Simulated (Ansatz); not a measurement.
Runs of Ansatz 0.2.0 on Ge. Symmetry: P-3m1, No. 164, trigonal system. Conventional cell: a = 4.090 Å, b = 4.090 Å, c = 3.327 Å, α = 90.00°, β = 90.00°, γ = 120.00°. Around Ge (site symmetry 3m) lie 3 Ge at 2.54 Å. The cell was built by a generator and needn't be a form met in nature.

| task | level | spin | cell | cutoff (eV) | points for each segment of the path | gap on the mesh (eV) | pressure (GPa) | relaxed volume (Å³/atom) | largest force (eV/Å) |
| --- | --- | --- | --- | --- | --- | --- | --- | --- | --- |
| band structure | HSE03 | off | as given | 420 | 4 | none | -2.9 | - | 0.35 |
| relaxation of cell and atoms | HSE06 | off | relaxed | 420 | - | none | 0.0 | (a) | - |
| single point | PBE0 | off | as given | 420 | - | none | -3.0 | - | 0.47 |
| single point | HSE06 | SOC, no magnetisation | as given | 420 | - | none | -3.2 | - | 0.41 |
| single point | r2SCANh | off | as given | 500 | - | none | -4.0 | - | 0.41 |
| band structure | HSE06 | off | as given | 420 | 4 | none | -3.2 | - | 0.38 |
| single point | PBEsol0 | off | as given | 420 | - | none | -4.8 | - | (c) |
| single point | r2SCAN0 | off | as given | 500 | - | none | -4.8 | - | 0.42 |
| single point | PBE0 | SOC, no magnetisation | as given | 420 | - | none | -3.0 | - | 0.47 |
| relaxation of cell and atoms | HF | off | relaxed | 420 | - | none | 0.0 | 25.13 | - |
| relaxation of cell and atoms | HSE03 | off | relaxed | 420 | - | none | 0.0 | (b) | - |
| relaxation of cell and atoms | PBEsol0 | off | relaxed | 420 | - | none | 0.0 | 22.47 | - |

Alike in all rows: potentials or basis Ansatz PAW; k mesh 4 × 4 × 4; smearing fermi-dirac 0.05 eV; the mesh is coarse, so values aren't converged.

**Question.** Fill in the values left out.

**Answer.** (a) 23.27; (b) 23.38; (c) 0.52.

Caveats: all runs use coarse meshes; the PAW data sets come from PBE, with cores solved anew for the run's functional, which leaves a small shift of forces and pressure; the thresholds are loose for stress (some runs); the plane-wave basis is chosen anew once the cell has moved, so the energies of steps on either side of that aren't comparable (some runs).

A k mesh can miss the band edges, and rows without SOC leave out spin-orbit coupling on Ge.

A gap of «none» marks a metal or a gap under the smearing width.
